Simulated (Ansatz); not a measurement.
# HgS: a single-point run

Aim: a sound single-point run of HgS. The structure is shown as the input types it.

Method: density functional or hybrid calculation with the settings of its input, plane waves (as first typed), in Ansatz 0.2.0.

1 further run of the same task is left out (it didn't finish).

**1. Starting point**

The structure is cubic, space group F-43m (No. 216). Conventional cell: a = 5.930 Å, b = 5.930 Å, c = 5.930 Å, α = 90.00°, β = 90.00°, γ = 90.00°. Around Hg (site symmetry -43m) lie 4 S at 2.57 Å. S (site symmetry -43m) has 4 Hg at 2.57 Å as nearest neighbours.

The input asks for a charge of -0.05 e on the cell.

Coordinates:

```cif
data_structure
_symmetry_space_group_name_H-M 'F-43m'
_symmetry_Int_Tables_number 216
_cell_length_a 5.9304
_cell_length_b 5.9304
_cell_length_c 5.9304
_cell_angle_alpha 90.000
_cell_angle_beta 90.000
_cell_angle_gamma 90.000
_cell_volume 208.57
loop_
_atom_site_label
_atom_site_type_symbol
_atom_site_symmetry_multiplicity
_atom_site_Wyckoff_symbol
_atom_site_fract_x
_atom_site_fract_y
_atom_site_fract_z
_atom_site_occupancy
Hg1 Hg 4 a 0.00000 0.00000 0.00000 1
S1 S 4 d 0.25000 0.25000 0.75000 1
```

**2. The calculation**

The input, input.yaml:

```yaml
crystal:
  lattice:
    - [0.0, 2.9651863031, 2.9651863031]
    - [2.9651863031, 0.0, 2.9651863031]
    - [2.9651863031, 2.9651863031, 0.0]
  atoms:
    - { symbol: Hg, position: [0.0, 0.0, 0.0] }
    - { symbol: S, position: [0.25, 0.25, 0.25] }
kpoints:
  mp_grid: { grid: [6, 6, 6] }
hamiltonian:
  xc: r2scan
scf:
  occupations: { method: fermi_dirac, width: 0.02 }
  n_extra_bands: 4
  max_iter: 70
output:
  forces: true
  stress: true
  eigenvalues: true
total_charge: -0.05
```

The run is started by

```sh
> ansatz run input.yaml --threads 4 --pin off --max-ram 3686MiB --backend cpu --events-out ev --progress --plain --runs-dir out
```

**Question.** How will this run end, and is anything wrong with its input?

This run ends as converged. That alone doesn't make the input a sound one.

In the input, total_charge is -0.05. With this charge the calculation describes a differently charged system.

Run again and compare: delete total_charge (the default then holds).
